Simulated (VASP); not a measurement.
# W (Fd-3m) in VASP: further runs

Runs on W. Level: revPBE. Tasks: single point.

Program: VASP 6.6.1. These are calculated values, not measurements. Logs are shortened: lines on timing, memory, paths and dates and some standing lists are left out, and cuts for length are marked.

### 1 The structure

It takes space group Fd-3m (No. 227, cubic). Conventional cell: a = 5.858 Å, b = 5.858 Å, c = 5.858 Å, α = 90.00°, β = 90.00°, γ = 90.00°. W (site symmetry -43m) has 4 W at 2.54 Å as nearest neighbours.

This isn't the form of W at room conditions, which is bcc.

### 2 Single point, revPBE

Input file INCAR:

```
SYSTEM = W
PREC = Accurate
ENCUT = 520
EDIFF = 1E-6
ISMEAR = -1
SIGMA = 0.1
LREAL = .FALSE.
LASPH = .TRUE.
NELM = 80
ALGO = Fast
ISIF = 2
LWAVE = .FALSE.
LCHARG = .FALSE.
GGA = RE
NBANDS = 21
```

Input file KPOINTS:

```
regular mesh
0
G
  15 15 15
  0 0 0
```

Input file POSCAR:

```
W
1.0
    0.0000000000      2.9287533384      2.9287533384
    2.9287533384      0.0000000000      2.9287533384
    2.9287533384      2.9287533384      0.0000000000
W
2
Direct
    0.1250000000      0.1250000000      0.1250000000
    0.8750000000      0.8750000000      0.8750000000
```

Potentials or basis: VASP PAW PBE potentials, release 64 (W_sv).

Command:

```sh
> cat potpaw_PBE.64/W_sv/POTCAR > POTCAR
> mpirun -np 1 vasp_std > vasp.out
```

OUTCAR:

```text
SYSTEM = W
   PREC = Accurate
   ENCUT = 520
   EDIFF = 1E-6
   ISMEAR = -1
   LREAL = .FALSE.
   LASPH = .TRUE.
   NELM = 80
   ISIF = 2
   GGA = RE

 ion  position               nearest neighbor table
   1  0.125  0.125  0.125-   2 2.54   2 2.54   2 2.54   2 2.54
   2  0.875  0.875  0.875-   1 2.54   1 2.54   1 2.54   1 2.54

  LATTYP: Found a face centered cubic cell.
 ALAT       =     5.8575066768

  Lattice vectors:

 A1 = (   0.0000000000,   2.9287533384,   2.9287533384)
 A2 = (   2.9287533384,   0.0000000000,   2.9287533384)
 A3 = (   2.9287533384,   2.9287533384,   0.0000000000)

Analysis of symmetry for initial positions (statically):
=====================================================================
 Subroutine PRICEL returns:
 Original cell was already a primitive cell.

 Routine SETGRP: Setting up the symmetry group for a
 face centered cubic supercell.

 Subroutine GETGRP returns: Found 48 space group operations
 (whereof 12 operations were pure point group operations)
 out of a pool of 48 trial point group operations.

The static configuration has the point symmetry D_3d.
 The point group associated with its full space group is O_h .

Analysis of symmetry for dynamics (positions and initial velocities):
=====================================================================
 Subroutine PRICEL returns:
 Original cell was already a primitive cell.

 Routine SETGRP: Setting up the symmetry group for a
 face centered cubic supercell.

 Subroutine GETGRP returns: Found 48 space group operations
 (whereof 12 operations were pure point group operations)
 out of a pool of 48 trial point group operations.

The dynamic configuration has the point symmetry D_3d.
 The point group associated with its full space group is O_h .

 Subroutine INISYM returns: Found 48 space group operations
 (whereof 12 operations are pure point group operations),
 and found     1 'primitive' translations

----------------------------------------------------------------------------------------

                                     Primitive cell

  volume of cell :      50.2433

  direct lattice vectors                    reciprocal lattice vectors
     0.000000000  2.928753338  2.928753338    -0.170721103  0.170721103  0.170721103
     2.928753338  0.000000000  2.928753338     0.170721103 -0.170721103  0.170721103
     2.928753338  2.928753338  0.000000000     0.170721103  0.170721103 -0.170721103

  length of vectors
     4.141882692  4.141882692  4.141882692     0.295697624  0.295697624  0.295697624

  position of ions in fractional coordinates (direct lattice)
     0.125000000  0.125000000  0.125000000
     0.875000000  0.875000000  0.875000000

  ion indices of the primitive-cell ions
   primitive index   ion index
                 1           1
                 2           2

----------------------------------------------------------------------------------------

 KPOINTS: regular mesh

Automatic generation of k-mesh.
 Grid dimensions read from file:
 generate k-points for:   15   15   15

 Generating k-lattice:

  Cartesian coordinates                     Fractional coordinates (reciprocal lattice)
    -0.011381407  0.011381407  0.011381407     0.066666667  0.000000000  0.000000000
     0.011381407 -0.011381407  0.011381407     0.000000000  0.066666667  0.000000000
     0.011381407  0.011381407 -0.011381407     0.000000000  0.000000000  0.066666667

  Length of vectors
     0.019713175  0.019713175  0.019713175

  Shift w.r.t. Gamma in fractional coordinates (k-lattice)
     0.000000000  0.000000000  0.000000000

 Subroutine IBZKPT returns following result:
 ===========================================

 Found    120 irreducible k-points:

 Following reciprocal coordinates:
            Coordinates               Weight
  0.000000  0.000000  0.000000      1.000000
  0.066667  0.000000  0.000000      8.000000
  0.133333  0.000000  0.000000      8.000000
  0.200000  0.000000  0.000000      8.000000
  0.266667  0.000000  0.000000      8.000000
  0.333333  0.000000  0.000000      8.000000
[... 16 lines left out ...]
  0.133333  0.133333  0.000000      6.000000
  0.200000  0.133333  0.000000     24.000000
 [... further k-points ...]
   k-points           NKPTS =    120   k-points in BZ     NKDIM =    120   number of bands    NBANDS=     21
   number of dos      NEDOS =    301   number of ions     NIONS =      2
   total plane-waves  NPLWV =  32768
   dimension x,y,z NGX =    32 NGY =   32 NGZ =   32
   dimension x,y,z NGXF=    64 NGYF=   64 NGZF=   64
   ions per type =               2
   NGX,Y,Z   is equivalent  to a cutoff of  12.84, 12.84, 12.84 a.u.
   NGXF,Y,Z  is equivalent  to a cutoff of  25.69, 25.69, 25.69 a.u.
 SYSTEM =  W
   PREC   = accura    normal or accurate (medium, high low for compatibility)
   ISTART =      0    job   : 0-new  1-cont  2-samecut
   ICHARG =      2    charge: 1-file 2-atom 10-const
   ISPIN  =      1    spin polarized calculation?
   LNONCOLLINEAR =      F non collinear calculations
   LSORBIT =      F    spin-orbit coupling
   LASPH  =      T    aspherical Exc in radial PAW
   ENCUT  =  520.0 eV  38.22 Ry    6.18 a.u.   7.70  7.70  7.70*2*pi/ulx,y,z
   NELM   =     80;   NELMIN=  2; NELMDL= -5     # of ELM steps
   EDIFF  = 0.1E-05   stopping-criterion for ELM
   LREAL  =      F    real-space projection
   EDIFFG = 0.1E-04   stopping-criterion for IOM
   NSW    =      0    number of steps for IOM
   IBRION =     -1    ionic relax: 0-MD 1-quasi-New 2-CG
   NFREE  =      0    steps in history (QN), initial steepest desc. (CG)
   ISIF   =      2    stress and relaxation
   ISYM   =      2    0-nonsym 1-usesym 2-fastsym
   POTIM  = 0.5000    time-step for ionic-motion
   TEBEG  =    0.0;   TEEND  =   0.0 temperature during run
   PSTRESS=    0.0 pullay stress
   NELECT =      28.0000    total number of electrons
   NUPDOWN=      -1.0000    fix difference up-down
   EMIN   =  10.00;   EMAX   =-10.00  energy-range for DOS
   EFERMI =   0.00;   METHOD = LEGACY
   ISMEAR =    -1;   SIGMA  =   0.10  broadening in eV -4-tet -1-fermi 0-gaus
   EFERMI_NEDOS =   21; number of points for ismear=-14 and -15
   IALGO  =     68    algorithm
   IMIX   =      4    mixing-type and parameters
     AMIX     =   0.40;   BMIX     =  1.00
     AMIX_MAG =   1.60;   BMIX_MAG =  1.00
  volume/ion in A,a.u.               =      25.12       169.53
  Fermi-wavevector in a.u.,A,eV,Ry     =   1.347208  2.545854 24.694165  1.814970
  Thomas-Fermi vector in A             =   2.474977
   LORBIT       =      0    0 simple, 1 ext, 2 COOP (PROOUT), +10 PAW based schemes
   GGA     = RE    functional components
   LHFCALC =     F    Hartree Fock is set to
   AEXX    =    0.0000 exact exchange contribution
   IVDW    =     0    specifies the selected vdW correction
   LEPSILON=     F    determine dielectric tensor
   LRPA    =     F    only Hartree local field effects (RPA)
 non-spin polarized calculation
 RMM-DIIS sequential band-by-band and
  energy-cutoff  :      520.00
  volume of cell :       50.24
 maximum number of plane-waves:      1375
   NGX = 15   NGY = 15   NGZ = 15

 number of electron      28.0000002 magnetization

 Free energy of the ion-electron system (eV)
  ---------------------------------------------------
  ext. energy  EPLUGINS =         0.00000000
  ---------------------------------------------------
  free energy    TOTEN  =       -19.83576108 eV

  energy without entropy =      -19.73859573  energy(sigma->0) =      -19.78717841

 E-fermi :   5.1512     XC(G=0): -10.6471

 val. band max:        5.1445567928   @ k =  -0.4667   0.1333   0.0667
 cond. band min:       5.1620302209   @ k =  -0.4000   0.2667   0.0000
 fundamental gap:      0.0174734281
 Fermi energy:         5.1512492306

 k-point     1 :       0.0000    0.0000    0.0000
  band No.  band energies     occupation
      1     -68.0231      2.00000
      2     -67.7269      2.00000
      3     -32.5881      2.00000
      4     -32.5881      2.00000
      5     -32.5881      2.00000
      6     -31.7170      2.00000
[... 13 lines left out ...]
     20      15.7681      0.00000
     21      15.8725      0.00000

 k-point     2 :       0.0667    0.0000    0.0000
  band No.  band energies     occupation
      1     -68.0207      2.00000
      2     -67.7293      2.00000
      3     -32.5926      2.00000
      4     -32.5926      2.00000
      5     -32.5873      2.00000
      6     -31.7182      2.00000
[... 13 lines left out ...]
     20      15.5629      0.00000
     21      16.0060      0.00000

 k-point     3 :       0.1333    0.0000    0.0000
  band No.  band energies     occupation
      1     -68.0138      2.00000
      2     -67.7365      2.00000
      3     -32.6051      2.00000
      4     -32.6051      2.00000
      5     -32.5851      2.00000
      6     -31.7217      2.00000
[... 13 lines left out ...]
     20      15.2269      0.00000
     21      15.9037      0.00000

 k-point     4 :       0.2000    0.0000    0.0000
  band No.  band energies     occupation
      1     -68.0028      2.00000
      2     -67.7477      2.00000
      3     -32.6229      2.00000
      4     -32.6229      2.00000
      5     -32.5820      2.00000
      6     -31.7267      2.00000
[... 13 lines left out ...]
     20      14.4404      0.00000
     21      15.0830      0.00000

 k-point     5 :       0.2667    0.0000    0.0000
  band No.  band energies     occupation
      1     -67.9888      2.00000
      2     -67.7620      2.00000
      3     -32.6425      2.00000
      4     -32.6425      2.00000
      5     -32.5787      2.00000
      6     -31.7321      2.00000
[... 13 lines left out ...]
     20      12.9368      0.00000
     21      14.9145      0.00000
[... 382 lines left out ...]
     20      15.0888      0.00000
     21      15.6154      0.00000

 k-point    22 :      -0.0667    0.0667    0.0000
  band No.  band energies     occupation
      1     -68.0168      2.00000
      2     -67.7333      2.00000
      3     -32.6077      2.00000
      4     -32.5962      2.00000
      5     -32.5814      2.00000
      6     -31.7250      2.00000
[... 13 lines left out ...]
     20      15.3682      0.00000
     21      16.1482      0.00000

 k-point    23 :       0.1333    0.1333    0.0000
  band No.  band energies     occupation
      1     -68.0105      2.00000
      2     -67.7398      2.00000
      3     -32.6249      2.00000
      4     -32.6249      2.00000
      5     -32.5519      2.00000
      6     -31.7572      2.00000
[... 13 lines left out ...]
     20      15.1655      0.00000
     21      16.5539      0.00000

 k-point    24 :       0.2000    0.1333    0.0000
  band No.  band energies     occupation
      1     -68.0021      2.00000
      2     -67.7483      2.00000
      3     -32.6433      2.00000
      4     -32.6433      2.00000
      5     -32.5351      2.00000
      6     -31.7757      2.00000
[... 13 lines left out ...]
     20      15.0144      0.00000
     21      15.3841      0.00000

 [... further k-points ...]

------------------------ aborting loop because EDIFF is reached ----------------------------------------

  FORCE on cell =-STRESS in cart. coord.  units (eV):
  Direction    XX          YY          ZZ          XY          YZ          ZX
  --------------------------------------------------------------------------------------
  -------------------------------------------------------------------------------------
  Total        0.1365299      0.1365299      0.1365299      0.0000000     -0.0000000      0.0000000
  in kB        4.3537132      4.3537132      4.3537132      0.0000000     -0.0000000      0.0000000
  external PRESSURE =       4.3537132 kB  Pullay stress =       0.0000000 kB

 VOLUME and BASIS-vectors are now :
 -----------------------------------------------------------------------------
  energy-cutoff  :      520.00
  volume of cell :       50.24
      direct lattice vectors                 reciprocal lattice vectors
     0.000000000  2.928753338  2.928753338    -0.170721103  0.170721103  0.170721103
     2.928753338  0.000000000  2.928753338     0.170721103 -0.170721103  0.170721103
     2.928753338  2.928753338  0.000000000     0.170721103  0.170721103 -0.170721103

 POSITION                                       TOTAL-FORCE (eV/Angst)
 -----------------------------------------------------------------------------------
      0.73219      0.73219      0.73219        -0.000000     -0.000000     -0.000000
      5.12532      5.12532      5.12532         0.000000      0.000000      0.000000
 -----------------------------------------------------------------------------------
    total drift:                                0.000000      0.000000     -0.000000

  FREE ENERGIE OF THE ION-ELECTRON SYSTEM (eV)
  ---------------------------------------------------
  free  energy   TOTEN  =       -19.8357610807 eV

  energy  without entropy=      -19.7385957334  energy(sigma->0) =      -19.78717841
```

Wall time 80 s (1 thread of Intel Xeon Platinum 8259CL at 2.50GHz (Skylake/Cascade Lake), shared host); peak memory 0.24 GiB.

Results:

* Free energy: -19.8358 eV
* Pressure: 0.4 GPa
* Band gap on the k mesh: none (metal or under the smearing width)

Caveat: the PAW data sets were made with another functional, which shifts forces and pressure a little.

(Part 1 of 3 ends here.)
